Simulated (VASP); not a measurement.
**Te: band structure with LDA**

The system is Te.

```
CELL_PARAMETERS angstrom
4.31103 0.00000 0.00000
-2.15551 3.73346 0.00000
0.00000 0.00000 5.97374
ATOMIC_POSITIONS crystal
Te 0.28531 0.00000 0.33333
Te 0.00000 0.28531 0.66667
Te 0.71469 0.71469 0.00000
```

| Property | Result |
| --- | --- |
| Program | VASP 6.6.1 |
| Task | band structure |
| Functional | LDA |
| Potentials or basis | VASP PAW LDA potentials, release 64 (Te) |
| Cutoff | 520 eV |
| k mesh | 9 × 9 × 6 |
| Occupations | gaussian, width 0.03 eV |
| Spin | no spin polarisation |
| Further INCAR settings | ALGO = Normal; EDIFF = 1e-07; NBANDS = 16 |

* Pressure: -1.1 GPa
* Largest force: 0.043 eV/Å
* Band gap along the path: none (metal or under the smearing width)

Forces on the atoms (eV/Å):
```
Te  -0.043  0.000  0.000
Te   0.022 -0.038  0.000
Te   0.022  0.038  0.000
```

Stress tensor (GPa, compression positive):
```
-0.98  0.00  0.00
 0.00 -0.98  0.00
 0.00  0.00 -1.35
```

Levels at the corners of the path, in eV from the Fermi level:
```
point  band 5  band 6  band 7  band 8  band 9  band 10  band 11  band 12  band 13  band 14
    Γ   -2.58   -2.58   -1.77   -1.77   -1.13     0.97     0.97     1.66     4.81     4.81
    M   -4.64   -4.02   -3.87   -0.82   -0.70     0.53     0.54     2.43     3.71     7.72
    M   -4.64   -4.02   -3.87   -0.82   -0.70     0.53     0.54     2.43     3.71     7.72
    K   -4.58   -3.44   -3.44   -3.29   -3.25     2.99     2.99     3.17     4.94     5.65
    K   -4.58   -3.44   -3.44   -3.29   -3.25     2.99     2.99     3.17     4.94     5.65
    Γ   -2.58   -2.58   -1.77   -1.77   -1.13     0.97     0.97     1.66     4.81     4.81
    Γ   -2.58   -2.58   -1.77   -1.77   -1.13     0.97     0.97     1.66     4.81     4.81
    A   -2.64   -2.64   -1.24   -0.83   -0.83     0.23     0.29     0.29     3.66     5.06
    A   -2.64   -2.64   -1.24   -0.83   -0.83     0.23     0.29     0.29     3.66     5.06
    L   -3.67   -3.64   -2.76   -2.50   -0.34     0.32     1.99     2.62     4.20     4.66
    L   -3.67   -3.64   -2.76   -2.50   -0.34     0.32     1.99     2.62     4.20     4.66
    H   -5.40   -5.40   -0.87   -0.03    0.00     0.00     0.89     0.89     6.00     6.28
    H   -5.40   -5.40   -0.87   -0.03    0.00     0.00     0.89     0.89     6.00     6.28
    A   -2.64   -2.64   -1.24   -0.83   -0.83     0.23     0.29     0.29     3.66     5.06
    L   -3.67   -3.64   -2.76   -2.50   -0.34     0.32     1.99     2.62     4.20     4.66
    M   -4.64   -4.02   -3.87   -0.82   -0.70     0.53     0.54     2.43     3.71     7.72
    K   -4.58   -3.44   -3.44   -3.29   -3.25     2.99     2.99     3.17     4.94     5.65
    H   -5.40   -5.40   -0.87   -0.03    0.00     0.00     0.89     0.89     6.00     6.28
```

It took 89 s on 1 thread of Intel(R) Xeon(R) 6975P-C (Granite Rapids) (shared host), peak memory 0.26 GiB.

Caveat: spin-orbit coupling is left out, which moves the levels of the heavy elements.
